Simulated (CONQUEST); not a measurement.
## GaN: single point with PBE

GaN:

```
Ga N
1.0
     3.18693    0.00000    0.00000
     0.00000    3.18693    0.00000
     0.00000    0.00000    4.50700
Ga N
2 2
Direct
  0.49706 0.50406 0.50237
  0.99706 0.00406 0.00237
  0.00197 0.49715 0.74535
  0.50197 0.99715 0.24535
```

The cell is a database's computed one.

The cell isn't the ideal one: atoms moved at random, drawn with an rms of 0.05 Å.

```yaml
Program: CONQUEST 1.3
Task: single point
Functional: PBE
Potentials_or_basis: PseudoDojo NC PBE, DZP, grid cutoff 150 Ha
k_mesh: 8 × 8 × 6
Occupations: fermi-dirac, width 0.05 eV
Spin: no spin polarisation
```

```json
{"Pressure": "8.8 GPa", "Largest force": "0.553 eV/Å", "Band gap on the k mesh": "1.76 eV", "Mulliken charges": "Ga +1.02; N -1.02 e"}
```

Forces in eV/Å, atoms in the order of the input:
```
Ga   0.242 -0.265 -0.421
Ga   0.242 -0.265 -0.421
N   -0.232  0.242  0.422
N   -0.232  0.242  0.422
```

Wall time 4.5 min on 1 thread of Intel(R) Xeon(R) Platinum 8259CL CPU @ 2.50GHz (Skylake/Cascade Lake), on a shared host, peak memory 0.87 GiB.

Caveat: Mulliken charges move with the basis; the basis of atomic orbitals isn't converged, which shifts pressures, moduli and gaps. A k mesh can miss the band edges.
